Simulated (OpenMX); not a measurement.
**Fe under changes of volume**

One of the cells (12.019 Å³/atom); the others are scaled copies at fixed shape and fractional positions:

```xyz
1
Lattice="-1.4430 1.4430 1.4430 1.4430 -1.4430 1.4430 1.4430 1.4430 -1.4430" Properties=species:S:1:pos:R:3 pbc="T T T"
Fe    0.0000    0.0000    0.0000
```

* Program: OpenMX 3.8.5
* Functional: LDA
* Potentials or basis: OpenMX 2013 LDA set, Fe6.0H-s3p2d2, fixed grid of 27 × 27 × 27 points
* k mesh: 13 × 13 × 13
* Occupations: fermi-dirac, width 0.05 eV
* Spin: collinear spin, ferromagnetic start
* Starting moments: [3.0] μB

| volume (Å³/atom) | energy over the lowest point (meV/atom) | moment (μB per cell) |
| --- | --- | --- |
| 11.298 | 0.00 | 2.12 |
| 11.538 | 26.04 | 2.15 |
| 11.778 | 57.48 | 2.20 |
| 12.019 | 92.55 | 2.26 |
| 12.259 | 130.69 | 2.33 |
| 12.499 | 171.41 | 2.39 |
| 12.740 | ? | ? |

What does the run at 12.740 Å³/atom give?

Energy over the lowest point 214.33 meV/atom; moment 2.46 μB per cell.

Worked out: A Birch-Murnaghan fit of order 3 (a polynomial in V^(-2/3)) to the other rows has no minimum within the range. It gives 213.96 meV/atom at 12.740 Å³/atom, against the run's 214.33. A parabola through the other rows of the moment, of slope 0.352 μB per Å³/atom there, extrapolates to 2.48 μB, against the run's 2.46.

Energies are extrapolated to zero smearing.

Caveats: the basis of atomic orbitals isn't converged, which shifts pressures, moduli and gaps.
